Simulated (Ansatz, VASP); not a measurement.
# Two plane-wave programs on MgO

INCAR

```
ALGO = Normal
EDIFF = 1E-6
ENCUT = 520
GGA = PS
ISIF = 2
ISMEAR = 0
LASPH = True
LCHARG = True
LELF = True
LREAL = False
LVHAR = True
LWAVE = False
NBANDS = 16
NELM = 60
PREC = Accurate
SIGMA = 0.05
```

KPOINTS

```
k-points
0
Gamma
  9 9 6
```

Contents of POSCAR:

```
MgO
1.0
    3.3722815741      0.0000000000      0.0000000000
   -1.6861407870      2.9204815119      0.0000000000
    0.0000000000      0.0000000000      4.8166297723
Mg O
2 2
Direct
    0.3333333333      0.6666666667     -0.0317643073
    0.6666666667      0.3333333333      0.4682356927
    0.3333333333      0.6666666667      0.4009416620
    0.6666666667      0.3333333333      0.9009416620
```

Input for Ansatz:

```yaml
crystal:
  lattice:
    - [3.3722815741, 0.0, 0.0]
    - [-1.686140787, 2.9204815119, 0.0]
    - [0.0, 0.0, 4.8166297723]
  atoms:
    - { symbol: Mg, position: [0.3333333333, 0.6666666667, -0.0317643073] }
    - { symbol: Mg, position: [0.6666666667, 0.3333333333, 0.4682356927] }
    - { symbol: O, position: [0.3333333333, 0.6666666667, 0.400941662] }
    - { symbol: O, position: [0.6666666667, 0.3333333333, 0.900941662] }
basis:
  ecutwfc: 520.0
kpoints:
  mp_grid: { grid: [9, 9, 6] }
hamiltonian:
  xc: pbesol
  pseudopotentials: { kind: paw, azcp: { folder: soft_1 } }
scf:
  occupations: { method: gaussian, width: 0.05 }
output:
  forces: true
  stress: true
  eigenvalues: true
```

Alike in both runs: task single point; functional PBEsol; k mesh 9 × 9 × 6; occupations gaussian, width 0.05 eV; no spin polarisation.

```csv
,VASP,Ansatz
version,VASP 6.6.1,Ansatz 0.2.0
potentials or method,"VASP PAW PBE potentials, release 64 (Mg, O)","scalar-relativistic, plane waves, PAW"
plane-wave cutoff (eV),520,520
valence electrons in the cell,16,32
```

```csv
,VASP,Ansatz,Ansatz less VASP
gap on the k mesh at the Fermi level (eV),3.03,3.04,+0.009
least direct gap on the mesh (eV),3.03,3.04,+0.009
pressure (GPa),-2.6,-2.2,+0.34
largest component of the traceless stress (GPa),3.57,3.56,-0.017
rms of the force components (eV/Å),0.135,0.132,-0.0030
```

Atom by atom the forces differ by 0.003 eV/Å (rms over components). The two sets of potentials don't hold the same shells in valence. Ansatz warned: «pseudo_functional_mismatch».

Caveats: the PAW data sets were made with another functional, which shifts forces and pressure a little (VASP).
